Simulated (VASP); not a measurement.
Write the native input for VASP 6.6.1 that does the following.

```yaml
Task: density of states
Functional: SCAN
Potentials_or_basis: VASP PAW PBE potentials, release 64 (Nb_sv)
Cutoff: 520 eV
k_mesh: 8 × 8 × 8
Occupations: tetrahedron
Spin: collinear spin, ferromagnetic start, spin-orbit coupling
Starting_moments: "[[0.289, 0.289, 0.289]] μB"
Hubbard_terms: Nb d U = 6.2 eV
Further_INCAR_settings: ALGO = Normal; EDIFF = 1e-07
```

The structure of Nb lies in POSCAR:

```
Nb
1.0
   -1.6639500000      1.6639500000      1.6639500000
    1.6639500000     -1.6639500000      1.6639500000
    1.6639500000      1.6639500000     -1.6639500000
Nb
1
Direct
    0.0000000000      0.0000000000      0.0000000000
```

One way to write it, as run:

INCAR

```
  PREC = Accurate
  ENCUT = 520
  EDIFF = 1E-7
  ISMEAR = -5
  SIGMA = 0.05
  LREAL = F
  LASPH = T
  NELM = 100
  ALGO = Normal
  ISIF = 2
  LWAVE = F
  LCHARG = F
  MAGMOM = 0.289 0.289 0.289
  LORBIT = 10
  LSORBIT = T
  GGA_COMPAT = F
  LORBMOM = T
  LMAXMIX = 4
  LDAU = T
  LDAUTYPE = 2
  LDAUL = 2
  LDAUU = 6.2
  LDAUJ = 0
  LDAUPRINT = 1
  METAGGA = SCAN
  LMIXTAU = T
  NEDOS = 1001
```

KPOINTS

```
regular mesh
0
Gamma
  8 8 8
```

Potentials or basis: VASP PAW PBE potentials, release 64 (Nb_sv).

The run is started by

```bash
$ cat potpaw_PBE.64/Nb_sv/POTCAR > POTCAR
$ mpirun -np 1 vasp_ncl > vasp.out
```

It gave:

```json
{
  "Pressure": "15.4 GPa",
  "Net moment": "0.63 μB per cell",
  "Valence electrons inside the program's atomic spheres": "Nb 10.30"
}
```

Caveat: the PAW data sets were made with another functional, which shifts forces and pressure a little; the U is typed as a test and isn't derived for this compound.

Wall time 17 min on 1 thread of AMD EPYC 9R45 (Zen 5) (shared host), peak memory 0.24 GiB.
